A process engineer who needs a density, a lattice match or a starting cell for tungsten has to choose a density functional, and often adds a dispersion correction by habit. The table shows what that choice does to one cell. The volume change is counted from the same start cell in every row.

GPAW 26.7.0, plane-wave PAW DFT with D3(BJ) dispersion, no spin polarisation or spin-orbit coupling: body-centred cubic tungsten, one-atom primitive cell with edge a. Cutoff 600 eV, 12 × 12 × 12 k mesh, Fermi-Dirac smearing of 0.05 eV. The cell was relaxed at a target pressure of 2 GPa for PBE, 1 GPa for RPBE and zero for the others.

```
functional                                           potentials  volume change (%)  relaxed length a (Å)
       PBE                 GPAW-PAW-data-sets-(gpaw-data-1.2.1)             -1.150                 2.730
    PBEsol  PAW-data-sets-made-by gpaw-setup-for-the-functional             -3.290                 2.710
    revPBE                 GPAW-PAW-data-sets-(gpaw-data-1.2.1)             -1.380                 2.728
      RPBE                 GPAW-PAW-data-sets-(gpaw-data-1.2.1)            -11.370                 2.633
      BLYP  PAW-data-sets-made-by gpaw-setup-for-the-functional             -1.180                 2.730
```

1. What are the relaxed lengths, and which cell is smallest?

They are distances between nearest neighbours, from the corner to the centre of the body-centred cube. The cubic edge is longer by a factor 2/√3, which gives about 3.15 Å for PBE. All five cells shrink from the start. RPBE shrinks by far the most, 11.4 % in volume, and PBEsol comes next with 3.3 %.

2. PBE and BLYP look equal. Are they?

No, because the cells were not relaxed to the same pressure. The PBE run was given a pressure as its target and ended under a compression of 1.99 GPa, while BLYP ended close to zero. The correction is the pressure divided by the bulk modulus, which for tungsten is roughly 310 GPa (a recalled value):

1.99 / 310 ≈ 0.006, or 0.6 % of the volume

Released from its pressure, the PBE cell would have shrunk by only about 0.5 %, against 1.2 % for BLYP. The near-tie in the table comes from the unequal pressures.

3. Which digits can be trusted?

The second decimal of the volume change has no physical meaning here. The PBEsol cell was left under a slight tension of 0.43 GPa, which alone stands for about 0.1 % in volume, and the pressure set for the PBE cell matters several times more. BLYP and revPBE differ by only 0.2 percentage points and were run with atomic data sets of different origin, so that gap deserves no explanation. The gaps that set PBEsol and RPBE apart from PBE are clearly larger than the effects of pressure. The effect of the data sets is not measured here, but it is expected to be smaller than those gaps too.

4. Why is the RPBE cell so small?

The dispersion correction pulls it together. In the same calculations this correction lowers the energy by 5.4 eV per atom with RPBE, against 0.7 eV with PBE. The smaller cell itself accounts for little of that: an attraction falling as r⁻⁶ would grow only by (2.730/2.633)⁶ ≈ 1.2 between the two cells. The rest must come mainly from the parameters of the correction, which are set separately for each functional.

Those parameters decide how strongly the attraction is damped when atoms come close. For RPBE the damping at the length of a metal bond is much weaker than for PBE, so each atom and its eight near neighbours keep far more of their attraction. The correction also adds up pairs of atoms and ignores the screening by conduction electrons that weakens such forces in a real metal. RPBE without dispersion is well known to give tungsten a larger cell than PBE, so the collapse is an artefact of the added term.

5. Is that pull strong enough?

An estimate of its scale follows from the r⁻⁶ law. Since r³ is proportional to the volume V, the dispersion energy E varies as V⁻², and its inward pressure is

p = 2|E| / V

For RPBE, |E| is 5.4 eV and V about 14 Å³, which gives 0.77 eV/Å³, or of the order of 100 GPa. Squeezing the start cell to the RPBE volume takes about 35 GPa if the stiffness stays constant, so a pull of this scale could do it.

The estimate shows only that the cause has the right scale, and it errs on the high side. Taken literally, 100 GPa against a stiffness of 310 GPa would shrink the cell by about a third, which is too much. The formula leaves out the remaining damping, and a real lattice stiffens as it is compressed.

6. Could the relaxation have failed, or the lattice have gone soft?

The steps of the RPBE run speak against both. The cell first overshot to a compression of 22 GPa, then swung slightly past zero and settled close to the 1 GPa set as the target of this run, as a search around a true minimum does. Two crude estimates of the stiffness, one from the expanded side of the minimum and one from the compressed side, give roughly 300 and 500 GPa. The lattice is no softer than tungsten should be, within such crude estimates, but its minimum lies at the wrong volume.

7. Does the dispersion energy explain the other rows as well?

Not by itself, and PBEsol shows why. Its dispersion energy is nearly that of PBE, yet at zero pressure its cell is smaller by 2.9 percentage points. A straight line in the dispersion energy, fitted to the zero-pressure volume changes of all five rows, misses PBEsol by 2.4 points. The slope of that line hangs on RPBE; among the other four rows a larger dispersion energy does not go with a smaller cell. The output below gives the details.

The second cause is the functional itself. A gradient functional lowers the exchange energy where the density varies strongly, and the density becomes more uneven as atoms move apart. A stronger gradient term therefore favours a larger cell. PBEsol weakens this term relative to PBE and binds solids more tightly; revPBE and RPBE strengthen it, and BLYP too is known for large cells in metals.

The volume is thus the outcome of a contest between the functional's own expansion and the pull of the correction. In revPBE and BLYP a stronger expansion than in PBE is expected to meet a stronger pull, which would explain why they end within a percentage point of PBE at zero pressure. This reading rests on the known behaviour of the bare functionals, since the table has no run without dispersion.

8. What would change without the correction, and what should be done?

The order should change most at its lower end: RPBE would move from the smallest cell to one larger than that of PBE. For a dense metal it is therefore worth relaxing the cell both with and without dispersion, at zero pressure each time. If the two volumes differ by many per cent, the correction is doing work that belongs to the metallic bond. Agreement between two corrected functionals is weaker evidence than it looks, because a large expansion and a large pull can add up to an ordinary cell.

Printed output of the fit:

```
Volume change as printed and brought to zero pressure:
     row  printed_percent  final_pressure_GPa  zero_pressure_percent  D3_energy_size_eV  cubic_edge_A
     PBE            -1.15               1.987                -0.5165             0.7031         3.152
  PBEsol            -3.29             -0.4331                 -3.425             0.7684         3.129
  revPBE            -1.38             0.00408                 -1.379              1.268          3.15
    RPBE           -11.37              0.8462                 -11.13              5.406          3.04
    BLYP            -1.18             -0.1109                 -1.215              1.725         3.152
PBE less BLYP, volume change as printed (percentage points): 0.03
PBE less BLYP, volume change at zero pressure (percentage points): 0.6989
BLYP less revPBE, volume change at zero pressure (percentage points): 0.1633
PBE less PBEsol, volume change at zero pressure (percentage points): 2.909
PBE less RPBE, volume change at zero pressure (percentage points): 10.61
D3 energy of RPBE over that of PBE (ratio): 7.689
D3 energy of RPBE over that of BLYP, the next largest (ratio): 3.134
Volume change from a step of 0.001 A in the length (%): 0.1099
Crude inward pull of D3 in PBE (GPa, order of magnitude): 14.38
Crude inward pull of D3 in RPBE (GPa, order of magnitude): 123.3
Pressure needed to squeeze the start cell to the RPBE volume, linear estimate (GPa): 34.5
Energy gained by the RPBE relaxation (eV per atom): 0.2325
Crude RPBE stiffness from the start cell, expanded side (GPa): 322.3
Crude RPBE stiffness from the overshot step, compressed side (GPa): 497.9
fit of vzero on 5 rows: constant 0.5835 +/- 1.2, coefficient of dsp -2.085 +/- 0.46; rms 1.4, worst PBEsol 2.41, leave-one-out rms 5.83
Correlation of D3 energy size and zero-pressure volume change without RPBE: 0.2535
```
